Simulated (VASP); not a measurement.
# C (Fd-3m) in VASP: settings compared, part 2 of 2

VASP 6.6.1. The steps go on from the part before.

### 5 Single point, LDA (grid = ENCUT=400 dk=1.6 cell=3x3x2 ISMEAR=0 SIGMA=0.05 LREAL=Auto EDIFF=1e-06)

INCAR

```
SYSTEM = C
PREC = Accurate
ENCUT = 400
EDIFF = 1E-6
ISMEAR = 0
SIGMA = 0.05
LREAL = Auto
LASPH = .TRUE.
NELM = 120
ALGO = Fast
ISIF = 2
LWAVE = .FALSE.
LCHARG = .FALSE.
GGA = CA
NBANDS = 83
NCORE = 2
KPAR = 1
```

KPOINTS

```
regular mesh
0
G
  1 1 1
  0 0 0
```

POSCAR

```
C
1.0
    0.0000000000      5.3501100000      5.3501100000
    5.3501100000      0.0000000000      5.3501100000
    3.5667400000      3.5667400000      0.0000000000
C
36
Direct
    0.2500000000      0.2500000000      0.3750000000
    0.2500000000      0.2500000000      0.8750000000
    0.2500000000      0.5833333333      0.3750000000
    0.2500000000      0.5833333333      0.8750000000
    0.2500000000      0.9166666667      0.3750000000
    0.2500000000      0.9166666667      0.8750000000
    0.5833333333      0.2500000000      0.3750000000
    0.5833333333      0.2500000000      0.8750000000
    0.5833333333      0.5833333333      0.3750000000
    0.5833333333      0.5833333333      0.8750000000
    0.5833333333      0.9166666667      0.3750000000
    0.5833333333      0.9166666667      0.8750000000
    0.9166666667      0.2500000000      0.3750000000
    0.9166666667      0.2500000000      0.8750000000
    0.9166666667      0.5833333333      0.3750000000
    0.9166666667      0.5833333333      0.8750000000
    0.9166666667      0.9166666667      0.3750000000
    0.9166666667      0.9166666667      0.8750000000
    0.1666666667      0.1666666667      0.2500000000
    0.1666666667      0.1666666667      0.7500000000
    0.1666666667      0.5000000000      0.2500000000
    0.1666666667      0.5000000000      0.7500000000
    0.1666666667      0.8333333333      0.2500000000
    0.1666666667      0.8333333333      0.7500000000
    0.5000000000      0.1666666667      0.2500000000
    0.5000000000      0.1666666667      0.7500000000
    0.5000000000      0.5000000000      0.2500000000
    0.5000000000      0.5000000000      0.7500000000
    0.5000000000      0.8333333333      0.2500000000
    0.5000000000      0.8333333333      0.7500000000
    0.8333333333      0.1666666667      0.2500000000
    0.8333333333      0.1666666667      0.7500000000
    0.8333333333      0.5000000000      0.2500000000
    0.8333333333      0.5000000000      0.7500000000
    0.8333333333      0.8333333333      0.2500000000
    0.8333333333      0.8333333333      0.7500000000
```

Potentials or basis: VASP PAW LDA potentials, release 64 (C).

Started as:

```bash
cat potpaw_LDA.64/C/POTCAR > POTCAR
mpirun -np 4 vasp_std > vasp.out
```

OUTCAR:

```text
SYSTEM = C
   PREC = Accurate
   ENCUT = 400
   EDIFF = 1E-6
   ISMEAR = 0
   LREAL = Auto
   LASPH = .TRUE.
   NELM = 120
   ISIF = 2
   GGA = CA

 Found      1 irreducible k-points:

 Following reciprocal coordinates:
            Coordinates               Weight
  0.000000  0.000000  0.000000      1.000000
   k-points           NKPTS =      1   k-points in BZ     NKDIM =      1   number of bands    NBANDS=     84
   number of dos      NEDOS =    301   number of ions     NIONS =     36
   total plane-waves  NPLWV =  90000
   dimension x,y,z NGX =    50 NGY =   50 NGZ =   36
   dimension x,y,z NGXF=   100 NGYF=  100 NGZF=   72
   ions per type =              36
   NGX,Y,Z   is equivalent  to a cutoff of  10.99, 10.99, 11.86 a.u.
   NGXF,Y,Z  is equivalent  to a cutoff of  21.97, 21.97, 23.73 a.u.
 SYSTEM =  C
   PREC   = accura    normal or accurate (medium, high low for compatibility)
   ISTART =      0    job   : 0-new  1-cont  2-samecut
   ICHARG =      2    charge: 1-file 2-atom 10-const
   ISPIN  =      1    spin polarized calculation?
   LNONCOLLINEAR =      F non collinear calculations
   LSORBIT =      F    spin-orbit coupling
   LASPH  =      T    aspherical Exc in radial PAW
[... 59 lines left out ...]

 k-point     1 :       0.0000    0.0000    0.0000
  band No.  band energies     occupation
      1     -11.5424      2.00000
      2      -8.5200      2.00000
      3      -8.5200      2.00000
      4      -8.5200      2.00000
      5      -8.5200      2.00000
      6      -7.5174      2.00000
[... 76 lines left out ...]
     83      16.0274      0.00000
     84      17.9079      0.00000

------------------------ aborting loop because EDIFF is reached ----------------------------------------

  FORCE on cell =-STRESS in cart. coord.  units (eV):
  Direction    XX          YY          ZZ          XY          YZ          ZX
  --------------------------------------------------------------------------------------
  -------------------------------------------------------------------------------------
  Total       -3.9234920     -3.9234920    -26.0639286     16.0353419      0.4843715      0.4843713
  in kB      -30.7862284    -30.7862284   -204.5142570    125.8235503      3.8006884      3.8006870
  external PRESSURE =     -88.6955712 kB  Pullay stress =       0.0000000 kB

 VOLUME and BASIS-vectors are now :
 -----------------------------------------------------------------------------
  energy-cutoff  :      400.00
  volume of cell :      204.19
      direct lattice vectors                 reciprocal lattice vectors
     0.000000000  5.350110000  5.350110000    -0.093456022  0.093456022  0.093456022
     5.350110000  0.000000000  5.350110000     0.093456022 -0.093456022  0.093456022
     3.566740000  3.566740000  0.000000000     0.140184034  0.140184034 -0.140184034

 POSITION                                       TOTAL-FORCE (eV/Angst)
 -----------------------------------------------------------------------------------
      2.67505      2.67505      2.67505        -0.083446     -0.083446      0.084410
      4.45843      4.45843      2.67505        -0.083446     -0.083446      0.084410
      4.45842      2.67505      4.45842        -0.083446     -0.083446      0.084410
      6.24179      4.45843      4.45842        -0.083446     -0.083446      0.084410
      6.24180      2.67505      6.24180        -0.083446     -0.083446      0.084410
      8.02517      4.45843      6.24180        -0.083446     -0.083446      0.084410
[... 28 lines left out ...]
      5.35011      5.35011      8.91685         0.083446      0.083446     -0.084410
      7.13348      7.13348      8.91685         0.083446      0.083446     -0.084410
 -----------------------------------------------------------------------------------
    total drift:                                0.000002      0.000002      0.000003

  FREE ENERGIE OF THE ION-ELECTRON SYSTEM (eV)
  ---------------------------------------------------
  free  energy   TOTEN  =      -349.9518685038 eV

  energy  without entropy=     -349.9518685038  energy(sigma->0) =     -349.95186850
```

stdout:

```text
POSCAR found type information on POSCAR C
 POSCAR found :  1 types and      36 ions
 scaLAPACK will be used
 LDA part: xc-table for (Slater(with rela. corr.)+CA(PZ))
 , standard interpolation
 -----------------------------------------------------------------------------
|                                                                             |
|           W    W    AA    RRRRR   N    N  II  N    N   GGGG   !!!           |
|           W    W   A  A   R    R  NN   N  II  NN   N  G    G  !!!           |
|           W    W  A    A  R    R  N N  N  II  N N  N  G       !!!           |
|           W WW W  AAAAAA  RRRRR   N  N N  II  N  N N  G  GGG   !            |
|           WW  WW  A    A  R   R   N   NN  II  N   NN  G    G                |
|           W    W  A    A  R    R  N    N  II  N    N   GGGG   !!!           |
|                                                                             |
|     The number of bands has been changed from the values supplied in        |
|     The orbitals not found in the WAVECAR file will be initialized with     |
|     random numbers, which is usually adequate. For correlated               |
|     calculations, however, you should redo the groundstate calculation.     |
|     I found NBANDS = 83. Now, NBANDS = 84.                                  |
|                                                                             |
 -----------------------------------------------------------------------------

 POSCAR, INCAR and KPOINTS ok, starting setup
 FFT: planning ... GRIDC
 FFT: planning ... GRID_SOFT
 FFT: planning ... GRID
 WAVECAR not read
 entering main loop
```

Run time: 6.5 s. Hardware: 4 MPI ranks of Intel Xeon 6975P-C (Granite Rapids), shared host; peak memory 0.15 GiB.

These settings aren't checked as converged: the numbers below hold their error.

What came out:

| Property | Result |
| --- | --- |
| Free energy | -349.9519 eV |
| Band gap on the k mesh | 4.03 eV |

Caveat: the k mesh is coarse (spacing up to 1.53 Å⁻¹), so the values aren't converged; the cutoff is under 1.25 times the usual one of these potentials, so pressure, stress and relaxed cells hold a basis-set (Pulay) error; the result breaks the symmetry of the cell; an odd mesh through Γ misses points on the zone boundary, where band edges often lie; the real-space grid breaks the cell's symmetry a little.

### 6 Single point, LDA (grid = ENCUT=400 dk=0.6 cell=3x3x2 ISMEAR=0 SIGMA=0.05 LREAL=Auto EDIFF=1e-06)

INCAR: that of step 5 with these lines changed.

```diff
@@ -15,3 +15,3 @@
 NBANDS = 83
-NCORE = 2
-KPAR = 1
+NCORE = 1
+KPAR = 2
```

KPOINTS

```
regular mesh
0
G
  2 2 3
  0 0 0
```

POSCAR is that of step 5.

Potentials or basis: VASP PAW LDA potentials, release 64 (C).

Started as:

```bash
cat potpaw_LDA.64/C/POTCAR > POTCAR
mpirun -np 4 vasp_std > vasp.out
```

OUTCAR:

```text
SYSTEM = C
   PREC = Accurate
   ENCUT = 400
   EDIFF = 1E-6
   ISMEAR = 0
   LREAL = Auto
   LASPH = .TRUE.
   NELM = 120
   ISIF = 2
   GGA = CA

 Found      6 irreducible k-points:

 Following reciprocal coordinates:
            Coordinates               Weight
  0.000000  0.000000  0.000000      1.000000
  0.500000  0.000000  0.000000      2.000000
  0.500000  0.500000  0.000000      1.000000
  0.000000  0.000000  0.333333      2.000000
  0.500000  0.000000  0.333333      4.000000
  0.500000  0.500000  0.333333      2.000000
   k-points           NKPTS =      6   k-points in BZ     NKDIM =      6   number of bands    NBANDS=     84
   number of dos      NEDOS =    301   number of ions     NIONS =     36
   total plane-waves  NPLWV =  90000
   dimension x,y,z NGX =    50 NGY =   50 NGZ =   36
   dimension x,y,z NGXF=   100 NGYF=  100 NGZF=   72
   ions per type =              36
   NGX,Y,Z   is equivalent  to a cutoff of  10.99, 10.99, 11.86 a.u.
   NGXF,Y,Z  is equivalent  to a cutoff of  21.97, 21.97, 23.73 a.u.
 SYSTEM =  C
   PREC   = accura    normal or accurate (medium, high low for compatibility)
   ISTART =      0    job   : 0-new  1-cont  2-samecut
   ICHARG =      2    charge: 1-file 2-atom 10-const
   ISPIN  =      1    spin polarized calculation?
   LNONCOLLINEAR =      F non collinear calculations
   LSORBIT =      F    spin-orbit coupling
   LASPH  =      T    aspherical Exc in radial PAW
   ENCUT  =  400.0 eV  29.40 Ry    5.42 a.u.  12.34 12.34  8.23*2*pi/ulx,y,z
   NELM   =    120;   NELMIN=  2; NELMDL= -5     # of ELM steps
   EDIFF  = 0.1E-05   stopping-criterion for ELM
   LREAL  =      T    real-space projection
   EDIFFG = 0.1E-04   stopping-criterion for IOM
   NSW    =      0    number of steps for IOM
   IBRION =     -1    ionic relax: 0-MD 1-quasi-New 2-CG
   NFREE  =      0    steps in history (QN), initial steepest desc. (CG)
   ISIF   =      2    stress and relaxation
   ISYM   =      2    0-nonsym 1-usesym 2-fastsym
   POTIM  = 0.5000    time-step for ionic-motion
   TEBEG  =    0.0;   TEEND  =   0.0 temperature during run
   PSTRESS=    0.0 pullay stress
   NELECT =     144.0000    total number of electrons
   NUPDOWN=      -1.0000    fix difference up-down
   EMIN   =  10.00;   EMAX   =-10.00  energy-range for DOS
   EFERMI =   0.00;   METHOD = LEGACY
   ISMEAR =     0;   SIGMA  =   0.05  broadening in eV -4-tet -1-fermi 0-gaus
   EFERMI_NEDOS =   21; number of points for ismear=-14 and -15
   IALGO  =     68    algorithm
   IMIX   =      4    mixing-type and parameters
     AMIX     =   0.40;   BMIX     =  1.00
     AMIX_MAG =   1.60;   BMIX_MAG =  1.00
  volume/ion in A,a.u.               =       5.67        38.28
  Fermi-wavevector in a.u.,A,eV,Ry     =   1.457203  2.753714 28.891161  2.123440
  Thomas-Fermi vector in A             =   2.574032
   LORBIT       =      0    0 simple, 1 ext, 2 COOP (PROOUT), +10 PAW based schemes
   GGA     = CA    functional components
   LHFCALC =     F    Hartree Fock is set to
   AEXX    =    0.0000 exact exchange contribution
   IVDW    =     0    specifies the selected vdW correction
   LEPSILON=     F    determine dielectric tensor
   LRPA    =     F    only Hartree local field effects (RPA)
 non-spin polarized calculation
 RMM-DIIS sequential band-by-band and
 Gauss-broadening in eV      SIGMA  =   0.05
  energy-cutoff  :      400.00
  volume of cell :      204.19
 maximum number of plane-waves:      3728
 NGX is ok and might be reduce to    50
   NGX = 25   NGY = 25   NGZ = 17

 number of electron     144.0000012 magnetization

 Free energy of the ion-electron system (eV)
  ---------------------------------------------------
  ext. energy  EPLUGINS =         0.00000000
  ---------------------------------------------------
  free energy    TOTEN  =      -364.26672550 eV

  energy without entropy =     -364.26672550  energy(sigma->0) =     -364.26672550

 E-fermi :  10.0420     XC(G=0): -13.4991

 val. band max:        9.7469029531   @ k =   0.0000   0.0000   0.0000
 cond. band min:      13.8507823071   @ k =   0.0000   0.0000   0.0000
 fundamental gap:      4.1038793540
 Fermi energy:        10.0419670910

 k-point     1 :       0.0000    0.0000    0.0000
  band No.  band energies     occupation
      1     -11.5967      2.00000
      2      -8.5787      2.00000
      3      -8.5787      2.00000
      4      -8.5787      2.00000
      5      -8.5787      2.00000
      6      -7.5779      2.00000
[... 511 lines left out ...]
     83      17.3887      0.00000
     84      17.4728      0.00000

------------------------ aborting loop because EDIFF is reached ----------------------------------------

  FORCE on cell =-STRESS in cart. coord.  units (eV):
  Direction    XX          YY          ZZ          XY          YZ          ZX
  --------------------------------------------------------------------------------------
  -------------------------------------------------------------------------------------
  Total      -19.7701969    -19.7701969    -19.7687151     -0.0018077      0.0013158      0.0013158
  in kB     -155.1296120   -155.1296120   -155.1179852     -0.0141841      0.0103243      0.0103244
  external PRESSURE =    -155.1257364 kB  Pullay stress =       0.0000000 kB

 VOLUME and BASIS-vectors are now :
 -----------------------------------------------------------------------------
  energy-cutoff  :      400.00
  volume of cell :      204.19
      direct lattice vectors                 reciprocal lattice vectors
     0.000000000  5.350110000  5.350110000    -0.093456022  0.093456022  0.093456022
     5.350110000  0.000000000  5.350110000     0.093456022 -0.093456022  0.093456022
     3.566740000  3.566740000  0.000000000     0.140184034  0.140184034 -0.140184034

 POSITION                                       TOTAL-FORCE (eV/Angst)
 -----------------------------------------------------------------------------------
      2.67505      2.67505      2.67505         0.000018      0.000018     -0.000009
      4.45843      4.45843      2.67505         0.000018      0.000018     -0.000009
      4.45842      2.67505      4.45842         0.000018      0.000018     -0.000009
      6.24179      4.45843      4.45842         0.000018      0.000018     -0.000009
      6.24180      2.67505      6.24180         0.000018      0.000018     -0.000009
      8.02517      4.45843      6.24180         0.000018      0.000018     -0.000009
[... 28 lines left out ...]
      5.35011      5.35011      8.91685        -0.000018     -0.000018      0.000009
      7.13348      7.13348      8.91685        -0.000018     -0.000018      0.000009
 -----------------------------------------------------------------------------------
    total drift:                                0.000002      0.000002      0.000003

  FREE ENERGIE OF THE ION-ELECTRON SYSTEM (eV)
  ---------------------------------------------------
  free  energy   TOTEN  =      -364.2667254950 eV

  energy  without entropy=     -364.2667254950  energy(sigma->0) =     -364.26672550
```

OSZICAR:

```text
N       E                     dE             d eps       ncg     rms          rms(c)
DAV:   1     0.405480773455E+03    0.40548E+03   -0.66522E+04  1008   0.136E+03
DAV:   2    -0.344776030039E+03   -0.75026E+03   -0.72531E+03  1248   0.283E+02
DAV:   3    -0.377759981927E+03   -0.32984E+02   -0.32759E+02  1160   0.629E+01
DAV:   4    -0.378559432291E+03   -0.79945E+00   -0.79725E+00  1192   0.983E+00
DAV:   5    -0.378577400191E+03   -0.17968E-01   -0.17954E-01  1144   0.149E+00    0.244E+01
RMM:   6    -0.367948116899E+03    0.10629E+02   -0.75024E+00  1034   0.896E+00    0.143E+01
RMM:   7    -0.364220049609E+03    0.37281E+01   -0.12721E+01  1082   0.119E+01    0.289E+00
RMM:   8    -0.364267134776E+03   -0.47085E-01   -0.81280E-01  1092   0.361E+00    0.860E-01
RMM:   9    -0.364264242124E+03    0.28927E-02   -0.23260E-01  1138   0.161E+00    0.274E-01
RMM:  10    -0.364265933788E+03   -0.16917E-02   -0.34805E-02  1126   0.686E-01    0.124E-01
RMM:  11    -0.364266482862E+03   -0.54907E-03   -0.11322E-02  1167   0.332E-01    0.268E-02
RMM:  12    -0.364266652017E+03   -0.16915E-03   -0.18959E-03  1179   0.149E-01    0.129E-02
RMM:  13    -0.364266714572E+03   -0.62555E-04   -0.60565E-04  1157   0.677E-02    0.101E-02
RMM:  14    -0.364266723274E+03   -0.87018E-05   -0.90404E-05  1119   0.290E-02    0.335E-03
RMM:  15    -0.364266725171E+03   -0.18970E-05   -0.21726E-05   975   0.126E-02    0.829E-04
RMM:  16    -0.364266725495E+03   -0.32422E-06   -0.34617E-06   773   0.562E-03
   1 F= -.36426673E+03 E0= -.36426673E+03  d E =-.529474E-17
```

stdout:

```text
POSCAR found type information on POSCAR C
 POSCAR found :  1 types and      36 ions
 scaLAPACK will be used
 LDA part: xc-table for (Slater(with rela. corr.)+CA(PZ))
 , standard interpolation
 -----------------------------------------------------------------------------
|                                                                             |
[... 31 lines left out ...]
|                                                                             |
 -----------------------------------------------------------------------------

 POSCAR, INCAR and KPOINTS ok, starting setup
 FFT: planning ... GRIDC
 FFT: planning ... GRID_SOFT
 FFT: planning ... GRID
 WAVECAR not read
 entering main loop
```

It took 43 s on 4 MPI ranks of Intel Xeon 6975P-C (Granite Rapids), shared host; peak memory 0.21 GiB.

These settings aren't checked as converged: the numbers below hold their error.

What came out:

```
Free energy            : -364.2667 eV
Band gap on the k mesh : 4.10 eV
```

Caveat: the k mesh is coarse (spacing up to 0.51 Å⁻¹), so the values aren't converged; the cutoff is under 1.25 times the usual one of these potentials, so pressure, stress and relaxed cells hold a basis-set (Pulay) error; an odd mesh through Γ misses points on the zone boundary, where band edges often lie.
